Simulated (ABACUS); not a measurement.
Crystal: SiC (Moissanite 6H).

```
Si C
1.0
     3.09500    0.00000    0.00000
    -1.54750    2.68035    0.00000
     0.00000    0.00000   15.17000
Si C
6 6
Direct
  0.66667 0.33333 0.45830
  0.33333 0.66667 0.95830
  0.66667 0.33333 0.79170
  0.33333 0.66667 0.29170
  0.00000 0.00000 0.62500
  0.00000 0.00000 0.12500
  0.66667 0.33333 0.33330
  0.33333 0.66667 0.83330
  0.66667 0.33333 0.66670
  0.33333 0.66667 0.16670
  0.00000 0.00000 0.50000
  0.00000 0.00000 0.00000
```

* Program: ABACUS 3.10.1
* Task: single point
* Functional: PBE
* Potentials or basis: PseudoDojo NC SR 0.4.1 PBE standard
* Cutoff: 1116 eV
* Density cutoff: 4463 eV
* Basis: plane waves
* k mesh: 10 × 10 × 2
* Occupations: fermi-dirac, width 0.05 eV
* Spin: no spin polarisation

On this cell: pressure 0.2 GPa; largest force 0.141 eV/Å; band gap on the k mesh 2.03 eV, indirect (least direct gap 3.12 eV).

The same run follows on a disturbed copy (atoms moved at random, drawn with an rms of 0.05 Å):

```
Si C
1.0
     3.09500    0.00000    0.00000
    -1.54750    2.68035    0.00000
     0.00000    0.00000   15.17000
Si C
6 6
Direct
  0.70366 0.34007 0.45818
  0.34320 0.66662 0.96182
  0.65616 0.32770 0.78855
  0.33798 0.65851 0.29253
  0.00607 0.99553 0.62711
  0.00540 0.99726 0.12533
  0.66449 0.32101 0.32955
  0.33941 0.66270 0.83434
  0.67668 0.34244 0.66601
  0.34306 0.68793 0.16502
  0.01890 0.00890 0.49876
  0.99691 0.00290 0.00111
```

Question: What does the disturbed cell give?

Answer: The energy moves by +26.9 meV/atom; pressure 0.7 GPa; largest force 2.252 eV/Å; band gap on the k mesh 1.67 eV, indirect (least direct gap 2.98 eV).

Forces on the atoms (eV/Å):
```
Si  -1.314  0.062 -0.550
Si  -0.793  0.060 -1.105
Si   0.831  0.104  2.091
Si  -0.324 -0.019 -1.257
Si  -0.104  0.768 -1.209
Si  -0.571  1.064 -0.033
C    0.488  0.365  1.431
C   -0.705  0.017 -0.634
C    0.065 -0.770 -0.097
C    0.599 -1.239  0.849
C    0.964 -0.287  0.539
C    0.864 -0.126 -0.025
```

Stress tensor (GPa, compression positive):
```
 1.37 -0.55  0.72
-0.55  1.09 -0.56
 0.72 -0.56 -0.24
```

Caveats: there are fewer bands than atomic start orbitals, so a level may be missed at k points of high symmetry.

A k mesh can miss the band edges.
